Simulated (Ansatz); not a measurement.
Crystal: ClO₂, fluorite type, 3 atoms in the cell.

All numbers below come from Ansatz 0.2.0 development build, r²SCAN, plane waves, PAW datasets (earlier set, tuned by hand).

Cutoff 1050 eV; k-mesh 11×11×11 Γ-centred; Fermi–Dirac smearing of 0.1 eV; no spin polarisation.

(1) What equilibrium volume, lattice constant and bulk modulus does this give?

Results:

(1) V₀ = 11.163 Å³/atom (a₀ = 5.117 Å), B₀ = 112 GPa, B₀′ = 4.65. The points behind the fit:

| V (Å³/atom) | a (Å) | E − E(min) (meV/atom) | P (GPa) |
| --- | --- | --- | --- |
| 10.640 | 5.0355 | 8.45 | 5.98 |
| 10.987 | 5.0897 | 0.11 | 1.84 |
| 11.334 | 5.1427 | 0.00 | -1.64 |
| 11.681 | 5.1947 | 6.81 | -4.56 |
| 12.028 | 5.2456 | 19.42 | -7.01 |

The stress includes the program's correction for the finite plane-wave basis.

This cubic structure is a model: it isn't the usual form of the substance at ambient conditions, and such phases are metastable or hypothetical. The k-mesh is modest, so these values aren't fully converged in k.
